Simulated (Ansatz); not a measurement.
Phases of Co at 1300 GPa

Structure types of Co are relaxed in primitive cells with their symmetry kept at 1300 GPa, first on PAW files, then by LAPW. The enthalpy is E + pV at zero temperature, without zero-point motion. Only the types listed were tried, and differences under about 5 meV/atom are mesh noise. Not among the end structures: fcc, bcc, which may lie lower.

Computed with Ansatz 0.2.0; functional PBE, scalar-relativistic. Settings: Fermi–Dirac smearing of 0.05 eV, spin-polarised from start moments Co1 1.7, Co2 1.7 μB. Methods: LAPW: all electrons, basis error target 0.5 meV/atom; PAW: frozen-core files, cutoff 420 eV.

k meshes: hcp 23×23×13, omega 12×12×17, diamond 18×18×18, simple hexagonal 24×24×22.

The start moments died away, and the runs ended non-magnetic.

**Question.** Order the types by LAPW enthalpy, lowest first.
A. hcp
B. omega
C. diamond
D. simple hexagonal

**Answer.** A (0 meV/atom), B (552 meV/atom), D (2198 meV/atom), C (11987 meV/atom).

```tsv
start type	ends as	a, b, c (Å)	V (Å³/atom)	H − H(lowest), LAPW (meV/atom)	same, PAW	moment (μB/atom)
hcp	hcp, P6_3/mmc	1.868, 1.868, 3.037	4.59	0.0	0.0	0.00
omega	omega, P6/mmm	2.983, 2.983, 1.794	4.61	552.0	554.2	0.00
diamond	diamond, Fd-3m	3.511, 3.511, 3.511	5.41	11986.7	11858.5	0.00
simple hexagonal	simple hexagonal, P6/mmm	1.793, 1.793, 1.682	4.68	2198.3	2188.6	0.00
```

**Question.** Split the lead of hcp over omega into energy and pV.

**Answer.** For omega less hcp: ΔE = +363.1 meV/atom, and p·ΔV = 1300 GPa × +0.0233 Å³ × 6.242 meV/(GPa·Å³) = +188.9 meV/atom, together 552.0 meV/atom. hcp wins on both counts.
